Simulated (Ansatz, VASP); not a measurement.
## One calculation of Al2O3, two programs

File INCAR:

```
SYSTEM = Al2O3
PREC     = Accurate       ! precision mode
ENCUT    = 520            ! plane-wave cutoff, eV
EDIFF    = 1E-7           ! SCF threshold, eV
ISMEAR   = -1             ! smearing method
SIGMA    = 0.05           ! smearing width, eV
LREAL    = .False.        ! projectors in reciprocal space
LASPH    = .True.         ! aspherical terms in the spheres
NELM     = 100            ! most SCF steps
ALGO     = Normal         ! electronic algorithm
ISIF     = 2              ! what is computed and relaxed
LWAVE    = .False.        ! write WAVECAR
LCHARG   = .False.        ! write CHGCAR
GGA      = PS             ! functional
NBANDS   = 35             ! bands
```

Contents of KPOINTS:

```
regular mesh
0
Gamma
  5 3 7
  0 0 0
```

File POSCAR:

```
Al2O3
1.0
    4.6137770000      0.0000000000      0.0000000000
    0.0000000000      9.5632790000      0.0000000000
    0.0000000000      0.0000000000      3.1198620000
Al O
4 6
Direct
    0.9829750000      0.8245730000      0.0000000000
    0.0170250000      0.1754270000      0.0000000000
    0.4829750000      0.6754270000      0.5000000000
    0.5170250000      0.3245730000      0.5000000000
    0.5000000000      0.5000000000      0.5000000000
    0.1236350000      0.7530500000      0.5000000000
    0.3763650000      0.2530500000      0.0000000000
    0.6236350000      0.7469500000      0.0000000000
    0.0000000000      0.0000000000      0.0000000000
    0.8763650000      0.2469500000      0.5000000000
```

Contents of KPOINTS_OPT:

```
path GXSYGZURTZ,YT,UX,SR
15
line-mode
reciprocal
 0.0000000000  0.0000000000  0.0000000000  G
 0.0000000000  0.0000000000  0.5000000000  X

 0.0000000000  0.0000000000  0.5000000000  X
 0.5000000000  0.0000000000  0.5000000000  S

 0.5000000000  0.0000000000  0.5000000000  S
 0.5000000000  0.0000000000  0.0000000000  Y

 0.5000000000  0.0000000000  0.0000000000  Y
 0.0000000000  0.0000000000  0.0000000000  G

 0.0000000000  0.0000000000  0.0000000000  G
 0.0000000000  0.5000000000  0.0000000000  Z

 0.0000000000  0.5000000000  0.0000000000  Z
 0.0000000000  0.5000000000  0.5000000000  U

 0.0000000000  0.5000000000  0.5000000000  U
 0.5000000000  0.5000000000  0.5000000000  R

 0.5000000000  0.5000000000  0.5000000000  R
 0.5000000000  0.5000000000  0.0000000000  T

 0.5000000000  0.5000000000  0.0000000000  T
 0.0000000000  0.5000000000  0.0000000000  Z

 0.5000000000  0.0000000000  0.0000000000  Y
 0.5000000000  0.5000000000  0.0000000000  T

 0.0000000000  0.5000000000  0.5000000000  U
 0.0000000000  0.0000000000  0.5000000000  X

 0.5000000000  0.0000000000  0.5000000000  S
 0.5000000000  0.5000000000  0.5000000000  R
```

input.yaml

```yaml
crystal:
  lattice:
    - [4.613777, 0.0, 0.0]
    - [0.0, 9.563279, 0.0]
    - [0.0, 0.0, 3.119862]
  atoms:
    - { symbol: Al, position: [0.982975, 0.824573, 0.0] }
    - { symbol: Al, position: [0.017025, 0.175427, 0.0] }
    - { symbol: Al, position: [0.482975, 0.675427, 0.5] }
    - { symbol: Al, position: [0.517025, 0.324573, 0.5] }
    - { symbol: O, position: [0.5, 0.5, 0.5] }
    - { symbol: O, position: [0.123635, 0.75305, 0.5] }
    - { symbol: O, position: [0.376365, 0.25305, 0.0] }
    - { symbol: O, position: [0.623635, 0.74695, 0.0] }
    - { symbol: O, position: [0.0, 0.0, 0.0] }
    - { symbol: O, position: [0.876365, 0.24695, 0.5] }
hamiltonian:
  xc: pbesol
  pseudopotentials: { kind: paw }
kpoints:
  mp_grid: { grid: [5, 3, 7] }
  band_path:
    path:
      - [[0.0, 0.0, 0.0], [0.0, 0.0, 0.5], [0.5, 0.0, 0.5], [0.5, 0.0, 0.0], [0.0, 0.0, 0.0], [0.0, 0.5, 0.0], [0.0, 0.5, 0.5], [0.5, 0.5, 0.5], [0.5, 0.5, 0.0], [0.0, 0.5, 0.0]]
      - [[0.5, 0.0, 0.0], [0.5, 0.5, 0.0]]
      - [[0.0, 0.5, 0.5], [0.0, 0.0, 0.5]]
      - [[0.5, 0.0, 0.5], [0.5, 0.5, 0.5]]
    npoints: 10
scf:
  occupations: { method: fermi_dirac, width: 0.05 }
  n_extra_bands: 25
output:
  forces: true
  stress: true
  eigenvalues: true
  fatbands: false
```

Measurements of this composition are mostly on another form, of space group No. 167.

Alike in both runs: task band structure; functional PBEsol; k mesh 5 × 3 × 7; occupations fermi-dirac, width 0.05 eV; no spin polarisation.

|  | VASP | Ansatz |
| --- | --- | --- |
| version | VASP 6.6.1 | Ansatz 0.2.0 |
| potentials or method | VASP PAW PBE potentials, release 64 (Al, O) | Ansatz PAW |
| plane-wave cutoff (eV) | 520 | 420 |
| valence electrons in the cell | 48 | 48 |

|  | VASP | Ansatz | Ansatz less VASP |
| --- | --- | --- | --- |
| gap on the k mesh at the Fermi level (eV) | 3.42 | 3.43 | +0.005 |
| least direct gap on the mesh (eV) | 3.42 | 3.43 | +0.005 |
| gap along the band path (eV) | 3.42 | 3.43 | +0.005 |
| pressure (GPa) | -2.4 | -2.6 | -0.17 |
| largest component of the traceless stress (GPa) | 3.34 | 3.16 | -0.188 |
| rms of the force components (eV/Å) | 0.071 | 0.066 | -0.0053 |

Atom by atom the forces differ by 0.019 eV/Å (rms over components). The functional is the same, so the differences come from potentials, cutoffs and numerics.

Caveats: the PAW data sets were made with another functional, which shifts forces and pressure a little (VASP); the pressure holds a Pulay correction of +0.6 GPa for the finite cutoff (Ansatz); the PAW data sets come from PBE, with cores solved anew for the run's functional, which leaves a small shift of forces and pressure (Ansatz). A hybrid or GW would open this gap; PBEsol tends to underestimate it.
